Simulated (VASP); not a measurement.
# GaN in VASP: one cell, several levels of theory

GaN in the rocksalt structure, under -1.0 % biaxial strain in x and y, free along z is computed at one geometry. Runs: PBE, r2SCAN. This is a trial cell built on a prototype, not taken from a measured structure, and it needn't be the compound's ground state.

Code: VASP 6.6.1. PAW datasets, plane waves. No spin polarisation. The prototype was imposed, so other structures may be more stable.

## (1) The cell

The cell comes from an earlier relaxation with r2SCAN in another program, then strained, with the atoms relaxed again.

The symmetry is I4/mmm (No. 139, tetragonal); conventional cell a = 2.952 Å, c = 4.260 Å, 9.28 Å³ an atom. Near Ga stand 6 N at 2.09–2.13 Å; near N stand 6 Ga at 2.09–2.13 Å.

Structure file:

```
CELL_PARAMETERS angstrom
0.00000 2.08743 2.13007
2.08743 0.00000 2.13007
2.08743 2.08743 0.00000
ATOMIC_POSITIONS crystal
Ga 0.00000 0.00000 0.00000
N 0.50000 0.50000 0.50000
```

## (2) PBE at this geometry

INCAR

```
ENCUT = 520.000000
SIGMA = 0.020000
EDIFF = 1.00e-07
GGA = PE
PREC = Accurate
IBRION = -1
ISIF = 2
ISMEAR = -1
NBANDS = 16
NELM = 120
NSW = 0
LASPH = .TRUE.
LCHARG = .FALSE.
LWAVE = .FALSE.
LREAL = .FALSE.
```

KPOINTS

```
KPOINTS created by Atomic Simulation Environment
0
Gamma
10 10 10
0 0 0
```

KPOINTS_OPT

```
special points
8
Reciprocal
0.0000000000 0.0000000000 0.0000000000 1
0.5000000000 0.0000000000 0.5000000000 1
0.6250000000 0.2500000000 0.6250000000 1
0.3750000000 0.3750000000 0.7500000000 1
0.5000000000 0.5000000000 0.5000000000 1
0.5000000000 0.2500000000 0.7500000000 1
0.1822920000 0.1822920000 0.3645830000 1
0.0000000000 0.5000000000 0.5000000000 1
```

POSCAR

```
Ga N
 1.0000000000000000
     0.0000000000000000    2.0874300820000000    2.1300713252999999
     2.0874300820000000    0.0000000000000000    2.1300713252999999
     2.0874300820000000    2.0874300820000000    0.0000000000000000
 Ga  N
   1   1
Cartesian
  0.0000000000000000  0.0000000000000000  0.0000000000000000
  2.0874300820000000  2.0874300820000000  2.1300713252999994
```

Potentials: the recommended PBE PAW datasets, 18 valence electrons in the neutral cell.

The run is started by

```
> mpirun -np 1 vasp_std
```

Printed to the terminal (iteration lines stand in OSZICAR):

```text
POSCAR found type information on POSCAR GaN
 POSCAR found :  2 types and       2 ions
 LDA part: xc-table for (Slater+PW92), standard interpolation
 POSCAR, INCAR and KPOINTS ok, starting setup
 FFT: planning ... GRIDC
 FFT: planning ... GRID_SOFT
 FFT: planning ... GRID
 WAVECAR not read
 entering main loop
 Start KPOINTS_OPT (optional k-point list driver)
k-point batch [1-8\8]
```

OSZICAR:

```text
N       E                     dE             d eps       ncg     rms          rms(c)
DAV:   1     0.737109733348E+02    0.73711E+02   -0.92965E+03  3808   0.212E+03
DAV:   2    -0.870095423705E+01   -0.82412E+02   -0.76633E+02  3768   0.320E+02
DAV:   3    -0.129781948730E+02   -0.42772E+01   -0.42633E+01  3840   0.625E+01
DAV:   4    -0.130159899942E+02   -0.37795E-01   -0.37791E-01  4032   0.620E+00
DAV:   5    -0.130164331799E+02   -0.44319E-03   -0.44318E-03  4024   0.610E-01    0.741E+00
DAV:   6    -0.111917558424E+02    0.18247E+01   -0.43247E+00  4736   0.405E+01    0.239E+00
DAV:   7    -0.111844394188E+02    0.73164E-02   -0.23817E-01  3904   0.520E+00    0.158E+00
DAV:   8    -0.111715102723E+02    0.12929E-01   -0.30312E-02  3632   0.219E+00    0.506E-01
DAV:   9    -0.111697342919E+02    0.17760E-02   -0.67223E-03  4064   0.201E+00    0.113E-01
DAV:  10    -0.111697230284E+02    0.11264E-04   -0.56782E-04  3912   0.301E-01    0.155E-02
DAV:  11    -0.111697192278E+02    0.38006E-05   -0.42461E-05  3984   0.692E-02    0.119E-02
DAV:  12    -0.111697210509E+02   -0.18231E-05   -0.23156E-06  4048   0.280E-02    0.305E-03
DAV:  13    -0.111697210047E+02    0.46187E-07   -0.19887E-07  3616   0.421E-03
   1 F= -.11169721E+02 E0= -.11169721E+02  d E =-.988725E-09
       N       E                     dE             ncg
DAV:   1     0.335183835556E+04   -0.51855E+04      312
DAV:   2     0.274191019493E+04   -0.60993E+03      280
DAV:   3     0.271125188079E+04   -0.30658E+02      296
DAV:   4     0.271099510566E+04   -0.25678E+00      328
DAV:   5     0.271099141692E+04   -0.36887E-02      304
DAV:   6     0.271099131469E+04   -0.10223E-03      368
DAV:   7     0.271099131246E+04   -0.22311E-05      280
DAV:   8     0.271099131239E+04   -0.71173E-07      312
```

The lines after F= are the extra pass for the points of KPOINTS_OPT, at fixed density; their E is not a total energy.

Parts of OUTCAR:

```text
k-points           NKPTS =    102   k-points in BZ     NKDIM =    102   number of bands    NBANDS=     16

   NELECT =      18.0000    total number of electrons

   dimension x,y,z NGX =    24 NGY =   24 NGZ =   24
   dimension x,y,z NGXF=    48 NGYF=   48 NGZF=   48

  energy-cutoff  :      520.00
  volume of cell :       18.56
      direct lattice vectors                 reciprocal lattice vectors
     0.000000000  2.087430082  2.130071325    -0.239528981  0.239528981  0.234733924
     2.087430082  0.000000000  2.130071325     0.239528981 -0.239528981  0.234733924
     2.087430082  2.087430082  0.000000000     0.239528981  0.239528981 -0.234733924

 k-points in reciprocal lattice and weights: KPOINTS created by Atomic Simulation Env
   0.00000000  0.00000000  0.00000000       0.001
   0.10000000  0.00000000  0.00000000       0.008
   0.20000000  0.00000000  0.00000000       0.008
   0.30000000  0.00000000  0.00000000       0.008
   0.40000000  0.00000000  0.00000000       0.008
   0.50000000  0.00000000  0.00000000       0.004
   0.10000000  0.10000000  0.00000000       0.002
   0.20000000  0.10000000  0.00000000       0.008
[... 94 more k-points ...]

 E-fermi :   8.4474

 k-point     1 :       0.0000    0.0000    0.0000
  band No.  band energies     occupation
      1      -9.3661      2.00000
      2      -5.8816      2.00000
      3      -5.8702      2.00000
      4      -5.8702      2.00000
      5      -5.7896      2.00000
      6      -5.7608      2.00000
      7       7.5176      2.00000
      8       7.5176      2.00000
      9       7.6974      2.00000
     10      10.5430      0.00000
     11      22.8282      0.00000
     12      22.9905      0.00000
     13      22.9905      0.00000
     14      23.6124      0.00000
     15      24.2633      0.00000
     16      24.4651      0.00000

 k-point     2 :       0.1000    0.0000    0.0000
  band No.  band energies     occupation
      1      -9.1680      2.00000
      2      -5.8835      2.00000
      3      -5.8677      2.00000
      4      -5.8598      2.00000
      5      -5.8000      2.00000
      6      -5.7767      2.00000
      7       6.4038      2.00000
      8       7.5515      2.00000
      9       7.6576      2.00000
     10      11.4847      0.00000
     11      20.4819      0.00000
     12      21.9659      0.00000
     13      22.3761      0.00000
     14      23.8858      0.00000
     15      24.3147      0.00000
     16      24.3631      0.00000

 k-point     3 :       0.2000    0.0000    0.0000
  band No.  band energies     occupation
      1      -8.5937      2.00000
      2      -5.9055      2.00000
      3      -5.8980      2.00000
      4      -5.8810      2.00000
      5      -5.7732      2.00000
      6      -5.7692      2.00000
      7       4.3600      2.00000
      8       7.6498      2.00000
      9       7.6978      2.00000
     10      12.7456      0.00000
     11      18.4229      0.00000
     12      20.1834      0.00000
     13      20.6491      0.00000
     14      23.7810      0.00000
     15      25.2829      0.00000
     16      25.3201      0.00000

 k-point     4 :       0.3000    0.0000    0.0000
  band No.  band energies     occupation
      1      -7.7200      2.00000
      2      -5.9684      2.00000
      3      -5.9521      2.00000
      4      -5.9332      2.00000
      5      -5.7135      2.00000
      6      -5.7073      2.00000
      7       2.2634      2.00000
      8       7.7711      2.00000
      9       7.7937      2.00000
     10      13.2341      0.00000
     11      17.5789      0.00000
     12      18.5965      0.00000
     13      19.0112      0.00000
     14      23.8400      0.00000
     15      27.1095      0.00000
     16      27.1407      0.00000

 k-point     5 :       0.4000    0.0000    0.0000
  band No.  band energies     occupation
      1      -6.7531      2.00000
      2      -6.0264      2.00000
      3      -6.0138      2.00000
      4      -5.9748      2.00000
      5      -5.6631      2.00000
      6      -5.6504      2.00000
      7       0.5220      2.00000
      8       7.8497      2.00000
      9       7.9319      2.00000
     10      13.0256      0.00000
     11      17.4394      0.00000
     12      17.7082      0.00000
     13      17.9041      0.00000
     14      24.3006      0.00000
     15      29.4743      0.00000
     16      29.5384      0.00000

 k-point     6 :       0.5000    0.0000    0.0000
  band No.  band energies     occupation
      1      -6.1560      2.00000
      2      -6.1036      2.00000
      3      -6.0484      2.00000
      4      -6.0375      2.00000
      5      -5.6434      2.00000
      6      -5.6284      2.00000
      7      -0.2291      2.00000
      8       7.8849      2.00000
      9       7.9909      2.00000
     10      12.8661      0.00000
     11      17.1212      0.00000
     12      17.5126      0.00000
     13      17.7444      0.00000
     14      24.6291      0.00000
     15      31.4752      0.00000
     16      31.5052      0.00000

 k-point     7 :       0.1000    0.1000    0.0000
  band No.  band energies     occupation
      1      -9.1200      2.00000
      2      -5.8990      2.00000
      3      -5.8482      2.00000
      4      -5.8482      2.00000
      5      -5.8292      2.00000
      6      -5.7506      2.00000
      7       6.6787      2.00000
      8       7.2749      2.00000
      9       7.2749      2.00000
     10      11.7968      0.00000
     11      20.7053      0.00000
     12      20.7351      0.00000
     13      22.1448      0.00000
     14      22.1448      0.00000
     15      26.3552      0.00000
     16      26.3552      0.00000

 k-point     8 :       0.2000    0.1000    0.0000
  band No.  band energies     occupation
      1      -8.7014      2.00000
      2      -5.9154      2.00000
      3      -5.8844      2.00000
      4      -5.8379      2.00000
      5      -5.7934      2.00000
      6      -5.7395      2.00000
      7       5.0958      2.00000
      8       7.1118      2.00000
      9       7.4061      2.00000
     10      12.8961      0.00000
     11      18.4362      0.00000
     12      19.3408      0.00000
     13      21.4316      0.00000
     14      22.7444      0.00000
     15      26.3657      0.00000
     16      27.2183      0.00000

 k-point     9 :       0.3000    0.1000    0.0000
  band No.  band energies     occupation
      1      -7.9838      2.00000
      2      -5.9580      2.00000
      3      -5.9076      2.00000
      4      -5.8832      2.00000
      5      -5.6983      2.00000
      6      -5.6964      2.00000
      7       3.0807      2.00000
      8       7.1229      2.00000
      9       7.4512      2.00000
     10      13.7076      0.00000
     11      16.6656      0.00000
     12      18.5802      0.00000
     13      20.1864      0.00000
     14      23.7350      0.00000
     15      26.5868      0.00000
     16      28.4465      0.00000

 k-point    10 :       0.4000    0.1000    0.0000
  band No.  band energies     occupation
      1      -7.1715      2.00000
      2      -6.0169      2.00000
      3      -5.9514      2.00000
      4      -5.8727      2.00000
      5      -5.6527      2.00000
      6      -5.5328      2.00000
      7       1.2068      2.00000
      8       7.2885      2.00000
      9       7.3136      2.00000
     10      13.8256      0.00000
     11      15.7331      0.00000
     12      18.6005      0.00000
     13      18.9463      0.00000
     14      24.6176      0.00000
     15      27.7620      0.00000
     16      30.4184      0.00000

 k-point    11 :       0.5000    0.1000    0.0000
  band No.  band energies     occupation
      1      -6.6589      2.00000
      2      -6.0602      2.00000
      3      -6.0027      2.00000
      4      -5.8237      2.00000
      5      -5.6392      2.00000
      6      -5.3055      2.00000
      7       0.0301      2.00000
      8       7.0072      2.00000
      9       7.6226      2.00000
     10      13.6887      0.00000
     11      15.5545      0.00000
     12      18.1028      0.00000
     13      18.7528      0.00000
     14      25.3678      0.00000
     15      29.3021      0.00000
     16      31.5978      0.00000

 k-point    12 :      -0.4000    0.1000    0.0000
  band No.  band energies     occupation
      1      -6.6722      2.00000
      2      -6.0676      2.00000
      3      -6.0146      2.00000
      4      -5.8503      2.00000
      5      -5.6647      2.00000
      6      -5.3833      2.00000
      7       0.2608      2.00000
      8       6.7460      2.00000
      9       7.9268      2.00000
     10      13.7443      0.00000
     11      15.9505      0.00000
     12      17.8779      0.00000
     13      18.6057      0.00000
     14      25.4234      0.00000
     15      29.1019      0.00000
     16      30.2786      0.00000

[... the tables of k-points 13 to 102 left out ...]

  Total        1.5336582      1.5336582      1.0247808      0.0000000      0.0000000      0.0000000
  in kB      132.3704817    132.3704817     88.4491289      0.0000000      0.0000000      0.0000000
  external PRESSURE =     117.7300308 kB  Pullay stress =       0.0000000 kB

 POSITION                                       TOTAL-FORCE (eV/Angst)
 -----------------------------------------------------------------------------------
      0.00000      0.00000      0.00000         0.000000     -0.000000     -0.000000
      2.08743      2.08743      2.13007        -0.000000      0.000000      0.000000
 -----------------------------------------------------------------------------------
    total drift:                                0.000000     -0.000000     -0.000000

  FREE ENERGIE OF THE ION-ELECTRON SYSTEM (eV)
  ---------------------------------------------------
  free  energy   TOTEN  =       -11.1697210047 eV

  energy  without entropy=      -11.1697210037  energy(sigma->0) =      -11.16972100
```

Wall time 17 s (1 MPI rank of Intel Xeon Platinum 8488C, shared host); peak memory 0.17 GiB.

The levels at the points of KPOINTS_OPT are read from vasprun.xml.

Near the gap, in eV above the top of the last filled band v; c is the band after it:

```
point    v−1      v     c    c+1
    Γ  -0.63  -0.45  2.39  14.68
    X  -3.33  -3.04  0.59   7.73
    U  -5.82  -2.24  3.16   8.95
    K  -5.88  -2.10  3.43   9.12
    L  -0.26  -0.16  4.72   8.97
    W  -5.43  -4.77  5.31  10.16
```

The PBE gap is 0.59 eV and indirect ((0.18, 0.18, 0.36) to X), with 2.85 eV as the least direct one. Pressure: 11.77 GPa; the forces vanish within 0.01 eV/Å.

[end of part 1 of 2]
